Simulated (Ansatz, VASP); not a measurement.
**Two plane-wave programs on KF**

```
CELL_PARAMETERS angstrom
2.99195 0.00000 0.00000
0.00000 2.99195 0.00000
0.00000 0.00000 3.17887
ATOMIC_POSITIONS crystal
K 0.00000 0.00000 0.00000
F 0.50000 0.50000 0.50000
```

Change from the starting cell: biaxial_xy strain -5.9%.

Alike in both runs: task single point; functional PBE; k mesh 8 × 8 × 8; occupations fermi-dirac, width 0.02 eV; no spin polarisation.

```csv
,VASP,Ansatz
version,VASP 6.6.1,Ansatz 0.2.0
potentials or method,"VASP PAW PBE potentials, release 64 (K_sv, F)","plane waves, PAW"
plane-wave cutoff (eV),520,420
valence electrons in the cell,16,16
```

|  | VASP | Ansatz | Ansatz less VASP |
| --- | --- | --- | --- |
| gap on the k mesh at the Fermi level (eV) | 7.69 | 7.71 | +0.023 |
| pressure (GPa) | 10.6 | 10.4 | -0.27 |
| largest component of the traceless stress (GPa) | 4.29 | 4.27 | -0.024 |

With one functional, cell and mesh, what is left measures potentials, basis and numerics.

A k mesh can miss the band edges.
